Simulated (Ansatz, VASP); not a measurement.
This is a calculation of TiTe2 for Ansatz 0.2.0. Atoms were shifted at random by some hundredths of an Å from the given cell, which wasn't relaxed again for these runs. 

The input input.yaml:

```yaml
crystal:
  lattice:
    - [3.777, 0.0, 0.0]
    - [-1.8885, 3.2709779501, 0.0]
    - [0.0, 0.0, 6.498]
  atoms:
    - { symbol: Te, position: [0.338833, 0.660744, 0.741906] }
    - { symbol: Te, position: [0.667394, 0.338002, 0.267244] }
    - { symbol: Ti, position: [-0.001254, -0.000186, 0.0024] }
hamiltonian:
  xc: pbe
  pseudopotentials: { kind: paw }
kpoints:
  mp_grid: { grid: [8, 8, 4] }
scf:
  occupations: { method: fermi_dirac, width: 0.05 }
output:
  forces: true
  stress: true
  eigenvalues: true
```

Potentials or basis: Ansatz PAW.

Command:

```console
$ ansatz run input.yaml --threads 1 --pin off --max-ram 3584MiB --backend cpu --events-out ev --progress --plain --runs-dir out
```

Q: Translate it to VASP 6.6.1. Potentials or basis there: PBE PAW files Te, Ti_sv, 520 eV.

A: As run (cutoffs and basis follow the program's own potentials, and thresholds, step limits or extra output files can differ):

File INCAR:

```
PREC     = Accurate       # precision mode
ENCUT    = 520            # plane-wave cutoff, eV
EDIFF    = 1E-7           # SCF threshold, eV
ISMEAR   = -1             # smearing method
SIGMA    = 0.05           # smearing width, eV
LREAL    = False          # projectors in reciprocal space
LASPH    = True           # aspherical terms in the spheres
NELM     = 100            # most SCF steps
ALGO     = Normal         # electronic algorithm
ISIF     = 2              # what is computed and relaxed
LWAVE    = False          # write WAVECAR
LCHARG   = False          # write CHGCAR
GGA      = PE             # functional
NBANDS   = 19             # bands
```

File KPOINTS:

```
Automatic mesh
0
Gamma
  8 8 4
```

POSCAR

```
TiTe2
1.0
    3.7770000000      0.0000000000      0.0000000000
   -1.8885000000      3.2709779501      0.0000000000
    0.0000000000      0.0000000000      6.4980000000
Te Ti
2 1
Direct
    0.3388330000      0.6607440000      0.7419060000
    0.6673940000      0.3380020000      0.2672440000
   -0.0012540000     -0.0001860000      0.0024000000
```

Potentials or basis: VASP PAW PBE potentials, release 64 (Te, Ti_sv).

Launch:

```console
$ cat potpaw_PBE.64/Te/POTCAR potpaw_PBE.64/Ti_sv/POTCAR > POTCAR
$ mpirun -np 1 vasp_std > vasp.out
```

Both were run:

|  | Ansatz | VASP |
| --- | --- | --- |
| Pressure | 1.0 GPa | 1.0 GPa |
| Largest force | 0.187 eV/Å | 0.193 eV/Å |

Ansatz's pressure holds a Pulay term of +0.02 GPa for its cutoff of 420 eV, which the other run lacks.

The potentials hold 44 and 24 valence electrons a cell.

Where Ansatz's input types no cutoff or centring, it takes its own default and a Γ-centred mesh.

Pressure is positive in compression.
